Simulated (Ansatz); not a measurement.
# SnO: a single-point run

Wanted: a converged single-point run for SnO, and a check of what comes out. The structure is shown as the input types it. The cell is built on a prototype (CsCl type) and needn't be the phase found in nature.

Computed with Ansatz 0.2.0 (density functional or hybrid calculation with the settings of its input, plane waves (as first typed), unless a step's input says otherwise).

1 further run of the same task is left out (for a known fault of the program).

## (1) The structure to begin with

Symmetry: Pm-3m, No. 221, cubic system. The conventional cell has a = 3.103 Å, b = 3.103 Å, c = 3.103 Å, α = 90.00°, β = 90.00°, γ = 90.00°. Around Sn (site symmetry m-3m) lie 8 O at 2.69 Å. Around O (site symmetry m-3m) lie 8 Sn at 2.69 Å.

Coordinates:

```xyz
2
Lattice="3.1034 0.0000 0.0000 0.0000 3.1034 0.0000 0.0000 0.0000 3.1034" Properties=species:S:1:pos:R:3 pbc="T T T"
Sn    0.0000    0.0000    0.0000
O     1.5517    1.5517    1.5517
```

## (2) Input and run

Input file input.yaml:

```yaml
crystal:
  lattice:
    - [3.1034067823, 0.0, 0.0]
    - [0.0, 3.1034067823, 0.0]
    - [0.0, 0.0, 3.1034067823]
  atoms:
    - { symbol: Sn, position: [0.0, 0.0, 0.0] }
    - { symbol: O, position: [0.5, 0.5, 0.5] }
kpoints:
  mp_grid: { grid: [6, 6, 6] }
hamiltonian:
  xc: pbe
scf:
  occupations: { method: fixed }
  n_extra_bands: 4
  convergence: { dr2_threshold: 0.01 }
  max_iter: 66
output:
  forces: true
  stress: true
  eigenvalues: true
```

Run with:

```console
$ ansatz run input.yaml --threads 4 --pin off --max-ram 3686MiB --backend cpu --events-out ev --progress --plain --runs-dir out
```

What happens when this is run?

The program finished normally, with warnings (force scf threshold loose, stress scf threshold loose). Its log warns: «scf.convergence.dr2_threshold = 1e-2 eV is looser than this run's default, which is 1e-7 eV or tighter. The error in the forces grows as the threshold's square root ...»

The threshold asked is loose, but the program put off the close and ended at dr2 = 3.0e-9, so little accuracy was lost here.

The test: delete scf.convergence.dr2_threshold (the default then holds).
